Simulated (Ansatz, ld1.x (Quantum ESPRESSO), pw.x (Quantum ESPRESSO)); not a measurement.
**From atom to crystal: PAW potential for gallium**

ld1.x (Quantum ESPRESSO) 7.5 input, shortened:

```
&input
   title='Ga', zed=31., rel=1, dft='PBE', iswitch=3,
   config='[Ar] 3d10 4s2 4p1 4d-2'
 /
 &inputp
   pseudotype=3, lpaw=.true., tm=.true., lloc=-1, rcloc=2.10,
   nlcc=.true., new_core_ps=.true., rcore=1.15,
   which_augfun='PSQ', rmatch_augfun_nc=.true.
 /
6
4S  1  0   2.00   0.00  1.35  1.85  0.0
4S  1  0   0.00   2.10  1.35  1.85  0.0
4P  2  1   1.00   0.00  2.75  3.25  0.0
4P  2  1   0.00   0.20  2.75  3.25  0.0
4D  3  2  -2.00  -0.10  2.20  2.55  0.0
4D  3  2  -2.00   1.15  2.20  2.55  0.0
 &test
   configts(1)='4s2 4p1'
 /
```

Crystal test: fcc Ga in pw.x 7.5, no spin, 13³ k-points, Fermi–Dirac smearing 0.01 Ry, cutoffs 40/320 Ry. The reference is all-electron LAPW (Ansatz 0.2.0) with the same functional, mesh and smearing; V0 and B0 come from Birch–Murnaghan fits to the pressures at five volumes. Errors are pseudo minus all-electron; Δ is the rms difference of the E(V) curves that follow from these fits, minima aligned, over ±6 % about the mean V0. Mesh and smearing are coarse, so the numbers serve the comparison and aren't converged zero-temperature values; the lattice is a test structure that the element need not adopt.

```csv
V (Å³/atom),P all-electron (GPa),P pseudo (GPa)
18.074,2.74,-0.19
18.549,1.23,-1.36
19.025,-0.07,-2.36
19.501,-1.20,-3.23
19.976,-2.17,-3.98
```

All-electron: a0 = 4.236 Å (V0 = 19.00 Å³/atom), B0 = 48.8 GPa.

Pseudopotential: mean pressure error (GPa): -2.33. The pressure does not cross zero within the volumes sampled, so no fit is given. The largest radius (3.25 bohr) exceeds half the bond length (2.83 bohr), so the spheres overlap, which is one possible source of error among others. This is a poor potential for the solid. Note: ghost state, extra bound levels that the all-electron valence spectrum of the same l lacks: d at -5.2 eV. A true bound ghost makes a file unfit for plane-wave use. Atomic configuration tests: test run stopped at test 4 of 7 (negative rho).

Q: At the middle volume, how do free energy and pressure move when the wave cutoff is lowered (ecutrho held at 320 Ry)?

A:

```csv
cutoff (Ry),shift of F (meV/atom),shift of P (GPa)
18,+140.8,-2.10
24,+11.9,-0.78
32,+0.3,-0.00
```

The 8 pw.x runs together took about 66 s on one core of a shared server CPU.
